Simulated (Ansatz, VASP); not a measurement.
AlN: VASP beside Ansatz

The input INCAR:

```
ALGO = Normal
EDIFF = 1E-6
ENCUT = 520
GGA = PE
ISIF = 2
ISMEAR = 0
LASPH = True
LCHARG = False
LREAL = False
LWAVE = False
NBANDS = 16
NELM = 60
PREC = Accurate
SIGMA = 0.05
```

Contents of KPOINTS:

```
k-points
0
Gamma
  9 9 6
```

File POSCAR:

```
AlN
1.0
    3.1892000000      0.0000000000      0.0000000000
   -1.5946000000      2.7619282177      0.0000000000
    0.0000000000      0.0000000000      4.6901000000
Al N
2 2
Direct
    0.3333333333      0.6666666667      0.7500000000
    0.6666666667      0.3333333333      0.2500000000
    0.3333333333      0.6666666667      0.2500000000
    0.6666666667      0.3333333333      0.7500000000
```

Input for Ansatz:

```yaml
crystal:
  lattice:
    - [3.1892, 0.0, 0.0]
    - [-1.5946, 2.7619282177, 0.0]
    - [0.0, 0.0, 4.6901]
  atoms:
    - { symbol: Al, position: [0.3333333333, 0.6666666667, 0.75] }
    - { symbol: Al, position: [0.6666666667, 0.3333333333, 0.25] }
    - { symbol: "N", position: [0.3333333333, 0.6666666667, 0.25] }
    - { symbol: "N", position: [0.6666666667, 0.3333333333, 0.75] }
basis:
  ecutwfc: 520.0
kpoints:
  mp_grid: { grid: [9, 9, 6] }
hamiltonian:
  xc: pbe
  pseudopotentials: { kind: paw, azcp: { folder: soft_1 } }
scf:
  occupations: { method: gaussian, width: 0.05 }
output:
  forces: true
  stress: true
  eigenvalues: true
```

Alike in both runs: task single point; functional PBE; k mesh 9 × 9 × 6; occupations gaussian, width 0.05 eV; no spin polarisation.

```csv
,VASP,Ansatz
version,VASP 6.6.1,Ansatz 0.2.0
potentials or method,"VASP PAW PBE potentials, release 64 (Al, N)","scalar-relativistic, plane waves, PAW"
plane-wave cutoff (eV),520,520
valence electrons in the cell,16,16
```

```tsv
	VASP	Ansatz	Ansatz less VASP
gap on the k mesh at the Fermi level (eV)	2.72	2.71	-0.012
least direct gap on the mesh (eV)	2.72	2.71	-0.012
pressure (GPa)	3.3	3.5	+0.16
largest component of the traceless stress (GPa)	12.81	12.88	+0.067
```

Expect the measured gap to be larger: semilocal functionals such as PBE lack the derivative discontinuity.
